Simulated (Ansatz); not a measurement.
A (001) slab of relaxed bulk Au (Fm-3m, 17.97 Å³/atom, gap on the mesh 0.00 eV), 4 planes in a 6×1 cell with the lowest 2 held; added atoms sit on lattice sites of the next plane. A dipole correction is on. The surface energy is the mean of the held and the free face; step energies are per length and the mean of the stripe's two steps, which run along the shortest translation of the plane; step and island energies count from the flat slab and bulk atoms.

These are results of DFT PBE, scalar-relativistic, plane waves, PAW in Ansatz, not measurements.

Cutoff 420 eV, Gaussian smearing of 0.10 eV, energies at zero smearing, symmetry of each start kept, no spin polarisation.

```json
{"start": "flat slab", "atoms": "24", "k mesh": "2×12×1", "surface energy (J/m²)": "0.89", "step energy (meV/Å)": "-"}
{"start": "stripe of 2 atoms", "atoms": "26", "k mesh": "2×12×1", "surface energy (J/m²)": "-", "step energy (meV/Å)": "7"}
{"start": "stripe of 3 atoms", "atoms": "27", "k mesh": "2×12×1", "surface energy (J/m²)": "-", "step energy (meV/Å)": "11"}
```

Zero in every row: gap on the mesh (eV).

Spin-orbit coupling is left out, which matters for the bands of heavy elements.

Small energy differences in metals hang on the k mesh (about 10 mJ/m² or 1 to 2 meV/atom on the mesh of the relaxation).

Cost: 3 runs of about 3 core-hours in all, on Intel Xeon Processor @ 2.50GHz (Skylake/Cascade Lake) (shared hosts).